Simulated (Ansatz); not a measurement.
# GaSb (F-43m) in Ansatz: settings compared, part 2 of 2

Ansatz 0.2.0. The steps go on from the part before.

## 4. Single point, PBE

Input file input.yaml:

```yaml
crystal:
  lattice:
    - [0.0, 3.059, 3.059]
    - [3.059, 0.0, 3.059]
    - [3.059, 3.059, 0.0]
  atoms:
    - { symbol: Sb, position: [0.75, 0.75, 0.75] }
    - { symbol: Ga, position: [0.0, 0.0, 0.0] }
hamiltonian:
  xc: pbe
  pseudopotentials: { kind: paw }
kpoints:
  mp_grid: { grid: [8, 8, 8] }
scf:
  occupations: { method: gaussian, width: 0.029 }
output:
  forces: true
  stress: true
  eigenvalues: true
```

Potentials or basis: Ansatz PAW.

Launch:

```
$ ansatz run input.yaml --threads 2 --pin off --max-ram 5632MiB --backend cpu --events-out ev --progress --plain --runs-dir out
```

Standard output:

```text
Warning: RAYON_NUM_THREADS=2 ignored (pool sized by the plan → 2); use --threads N
Engine: ansatz 0.2.0, x86_64-unknown-linux-gnu
Pseudopotentials: kind: paw
Pseudopotential: Sb, paw, valence charge 15, recommended cutoff 420 eV (normal), Sb.paw.azcp
Pseudopotential: Ga, paw, valence charge 13, recommended cutoff 420 eV (normal), Ga.paw.azcp
Functional definition: PBE
  parameter kappa = 0.804
  parameter beta = 0.06672455060314922
  exchange = pbe_x(kappa = kappa, mu = beta*pi^2/3)
  correlation = pbe_c(beta = beta)
Crystal: 2 atoms, lattice volume = 57.249 Å³
Basis set: ecut = 420 eV, 1139 PW (Γ), exchange–correlation on 60×60×60 points (8 copies of the dense FFT grid, shifted against one another)
Bands: 18, of which v1, the nominal top of the filled ones, is band 14 counted from 1 (13 counted from 0)
Symmetry: 24 space group operations
Space group: F-43m (ITA 216), of the structure as read, at distance tolerance 3.9e-5 Å
k-points: 29 of 512 (time reversal used)
Non-local potential: Sb, projectors of the file, l = 0: 2, l = 1: 2, l = 2: 2, l = 3: 2
Non-local potential: Ga, projectors of the file, l = 0: 2, l = 1: 2, l = 2: 3, l = 3: 1
PAW form: soft (Blöchl's): semilocal exchange-correlation on the pseudo side does not see the compensation charge
PAW one-centre angular grid: Sb, 590 points (default); XC on 64 Gauss nodes
PAW one-centre angular grid: Ga, 590 points (default); XC on 64 Gauss nodes
Initial density: superposition of atomic densities (neutral atoms: chi_scale 0, normalization atom), corrected by the library's trained network
Initial wavefunctions: pseudopotential atomic-orbital guess
Functional: x = pbe(κ = 0.804, μ = 0.2195149727645171), c = pbe(β = 0.06672455060314922)
SCF iter   1: F=—  HF=-10267.815495 eV  |F-HF|=—  |Δ(HF+E_count)|=         —  Δρ=1.33e-3  dr2=1.58e-3  ethr=1.77e-3  ⟨swp⟩=6.2  Hψ=2696  notcnv=0
preconditioner: auto → Kerker (q_TF=auto, 2.422 Å⁻¹)  [metal: Δε(μ)=0.029 eV  Ē_g=14.585 eV  σ=0.029 eV  W_gap=0.48  n_scr=14 (ndim 8)  ℏωp=20.8 eV  f_vac=0.091  D(μ)=0.19/eV (n_scr^D=0)]
SCF iter   2: F=—  HF=-10267.814192 eV  |F-HF|=—  |Δ(HF+E_count)|=   1.30e-3  Δρ=8.49e-4  dr2=8.40e-4  ethr=5.63e-6  ⟨swp⟩=2.5  Hψ=1164  notcnv=0
preconditioner: auto → none  [insulator: Δε(μ)=0.034 eV  Ē_g=14.567 eV  σ=0.029 eV  W_gap=0.55  n_scr=14 (ndim 8)  ℏωp=20.8 eV  f_vac=0.091  D(μ)=0.18/eV (n_scr^D=0)  ε∞_Penn≈3.0]
SCF iter   3: F=—  HF=-10267.814117 eV  |F-HF|=—  |Δ(HF+E_count)|=   7.46e-5  Δρ=3.01e-4  dr2=6.90e-5  ethr=3.00e-6  ⟨swp⟩=2.0  Hψ=784  notcnv=0
SCF iter   4: F=—  HF=-10267.814178 eV  |F-HF|=—  |Δ(HF+E_count)|=   6.12e-5  Δρ=1.28e-4  dr2=1.03e-5  ethr=2.46e-7  ⟨swp⟩=2.0  Hψ=639  notcnv=0
SCF iter   5: F=—  HF=-10267.814186 eV  |F-HF|=—  |Δ(HF+E_count)|=   7.21e-6  Δρ=4.48e-5  dr2=1.06e-6  ethr=3.68e-8  ⟨swp⟩=2.0  Hψ=784  notcnv=0
SCF iter   6: F=-10267.814186 eV  HF=-10267.814186 eV  |F-HF|=3.48e-8  |Δ(HF+E_count)|=   2.56e-7  Δρ=6.42e-6  dr2=1.41e-8  ethr=3.57e-10  ⟨swp⟩=4.4  Hψ=2609  notcnv=0
SCF 1 converged in 6 iterations: F = -10267.814186 eV  dr2 = 1.41e-8
SCF converged after 6 iterations
Free energy (F): -10267.814186 eV
Harris-Foulkes:  -10267.814186 eV  (|F-HF|=3.48e-8)
Internal energy: -10267.814111 eV  (E = F + TS)
E sigma→0 (E₀):  -10267.814148 eV
Entropy (-TS):   -0.000075 eV (-0.038 meV/atom)
Fermi energy:    7.734429 eV
--- Per-component energies (eV) ---
  E_band       = -260.921555
  E_kinetic    = 323.164155
  E_local      = -3913.766313  (includes V_loc(G=0)·N_el)
  E_nonlocal   = 787.188139
  E_hartree    = 1801.729323
  E_xc         = -207.420556
  E_vxc        = -154.101059  (∫ρ·V_xc dr)
  E_paw        = -6564.789625  (= ΣΔE_a)
  E_vpaw       = -906.865385  (= ΣTr[D̂ρ^β])
  E_aug_tail   = -0.000096  (compensation charges beyond the density's cutoff)
  E_ewald      = -2493.919138
  E_smearing   = -0.000075  (= −TS)
  E_closure    = 0.000000  (closes the sum)
  Σ components = -10267.814186   (vs F -10267.814186, Δ=0.00e0)
--- Forces (eV/Å), atoms counted from 1 ---
  atom   1  Sb     0.00000000    -0.00000000    -0.00000000
  atom   2  Ga    -0.00000000     0.00000000     0.00000000
  max |Σ_I F_I| component: 5.55e-17 eV/Å
--- Stress (GPa, compression-positive) ---
        2.310485       0.000000       0.000000
       -0.000000       2.310485       0.000000
       -0.000000       0.000000       2.310485
  P = ⅓ Tr σ = 2.3105 GPa (23.105 kbar)
--- Band table (eV; the first three rows and the last of 29) ---
  k-point 0: bands = ["-21.0498", "-21.0498", "-21.0498", "-21.0304", "-21.0304", "-7.2914", "-7.2914", "-7.2914", "-7.2420", "-7.2420", "-3.7677", "7.7096", "7.7096", "7.7096", "7.7430", "10.4966", "10.4966", "10.4966"]
  k-point 1: bands = ["-21.0497", "-21.0493", "-21.0493", "-21.0303", "-21.0303", "-7.2957", "-7.2895", "-7.2895", "-7.2423", "-7.2423", "-3.6076", "5.7032", "7.4572", "7.4572", "8.7424", "10.8428", "10.8428", "11.1423"]
  k-point 2: bands = ["-21.0494", "-21.0484", "-21.0484", "-21.0301", "-21.0301", "-7.3059", "-7.2852", "-7.2852", "-7.2426", "-7.2426", "-3.1520", "3.6886", "7.0098", "7.0098", "8.5204", "11.3613", "11.3613", "12.9171"]
  k-point 28: bands = ["-21.0491", "-21.0475", "-21.0438", "-21.0309", "-21.0285", "-7.3315", "-7.2728", "-7.2681", "-7.2479", "-7.2428", "-1.2754", "1.0443", "4.3677", "4.5891", "11.3978", "12.0451", "12.1288", "12.4819"]
```

Wall time 2.4 s (2 threads of Intel Xeon at 2.70GHz, shared host); peak memory 0.37 GiB.

What came out:

* Free energy: -10267.8142 eV
* Pressure: 2.3 GPa
* Band gap on the k mesh: 0.03 eV, direct

Levels at points of the mesh, in eV from the valence-band top:
| k point | band 10 | band 11 | band 12 | band 13 | band 14 | band 15 | band 16 | band 17 | band 18 |
| --- | --- | --- | --- | --- | --- | --- | --- | --- | --- |
| (0.00, 0.00, 0.00) | -14.95 | -11.48 | 0.00 | 0.00 | 0.00 | 0.03 | 2.79 | 2.79 | 2.79 |
| (0.00, 0.00, -0.50) | -14.95 | -9.85 | -6.36 | -1.15 | -1.15 | 0.41 | 3.76 | 3.76 | 6.48 |
| (0.00, -0.50, -0.50) | -14.95 | -9.03 | -6.80 | -2.57 | -2.57 | 0.92 | 1.26 | 8.72 | 8.72 |

Caveat: spin-orbit coupling is left out, which moves the levels of the heavy elements.

## 5. Summary

| task | level | cell | smearing | gap on the mesh (eV) | pressure (GPa) | relaxed volume (Å³/atom) |
| --- | --- | --- | --- | --- | --- | --- |
| relaxation of cell and atoms | BLYP+D3(BJ) | relaxed | fermi-dirac 0.05 eV | none | 0.0 | 28.81 |
| relaxation of cell and atoms | BLYP+D4 | relaxed | fermi-dirac 0.05 eV | none | 0.0 | 28.84 |
| single point | PBE | as given | gaussian 0.029 eV | 0.03 | 2.3 | - |

Alike in all rows: potentials or basis Ansatz PAW; no spin polarisation; k mesh 8 × 8 × 8; cutoff (eV) 420.

Caveats: the plane-wave basis is chosen anew once the cell has moved, so the energies of steps on either side of that aren't comparable (some runs); pairwise dispersion overbinds metals, which lowers pressure and volume (some runs); the PAW data sets come from PBE, with cores solved anew for the run's functional, which leaves a small shift of forces and pressure (some runs); this crystal is a semiconductor, whose small gap the functional closes, so the metal is an error of the method (some runs); spin-orbit coupling is left out, which moves the levels of the heavy elements (some runs).

Absolute energies hang on the potentials; compare differences alone.

## 6. Comparison with measurements

Step 4. A measured gap of GaSb is 0.811 eV (direct; 4.2 K; a printed reference work, data compilation); the calculated 0.03 eV misses it by -0.78 eV. Spin-orbit coupling on Ga, Sb is left out. The value is that of PBE on a finite k mesh, which can miss the band edges, without temperature or zero-point motion. Semilocal functionals fall short of measured gaps as a rule.
